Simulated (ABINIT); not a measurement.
A run of ABINIT 10.8.3 (patched build) is set up as follows.

Contents of run.abi:

```
# Pseudopotentials
pp_dirpath "./"
pseudos "Al.upf, N.upf"

# Structure
acell 5.882717426 5.882717426 9.4127258268
rprim
     1.0000000000     0.0000000000     0.0000000000
    -0.5000000000     0.8660254038     0.0000000000
     0.0000000000     0.0000000000     1.0000000000
ntypat 2
znucl 13 7
natom 4
typat 1 1 2 2
xred
     0.6666666667     0.3333333333     0.5000000000
     0.3333333333     0.6666666667     0.0000000000
     0.6666666667     0.3333333333     0.8800000000
     0.3333333333     0.6666666667     0.3800000000

# Plane-wave basis
ecut 35.0

# k points
kptopt 1
ngkpt 6 6 4
nshiftk 1
shiftk 0.0 0.0 0.0

# Exchange and correlation
ixc 11

# Bands and occupations
nband 10
occopt 1

# SCF cycle
nstep 100
tolvrs 1.0e-10
diemac 6.0

# Output
iomode 3
prtwf 0
prteig 0
prtebands 0
enunit 1
prtden 1
prtvha 1
prtvclmb 1
prtpot 1
prtelf 1
```

Potentials or basis: PseudoDojo NC SR PBE v0.4.1 standard.

Run with:

```bash
$ mpirun --bind-to none -np 8 abinit run.abi > log 2>&1
```

Task: Estimate the band gap on the k mesh.

Result: 4.22 eV, direct.

Task: Predict the pressure.

Result: 2.7 GPa.

Stress tensor (GPa, compression positive):
```
2.17 0.00 0.00
0.00 2.17 0.00
0.00 0.00 3.79
```

**Experimental background.**

“Structural and optical properties of self-assembled AlN nanowires grown on SiO2/Si substrates by molecular beam epitaxy”, 2024, arxiv:2402.00216 quotes, for a bulk crystal of AlN at 0 K: band gap 6.0343 eV (an exciton energy, a little under the gap).

Against the measured gap of AlN, 6.0343 eV (an exciton energy, a little under the gap; 0 K; quoted in “Structural and optical properties of self-assembled AlN nanowires grown on SiO2/Si substrates by molecular beam epitaxy”, 2024, arxiv:2402.00216), the calculated 4.22 eV is off by -1.81 eV. 2 values of this kind are on record (6.034 to 6.0343 eV); this one was drawn at random. The value is that of PBE, without temperature or zero-point motion. Semilocal functionals fall short of measured gaps as a rule.
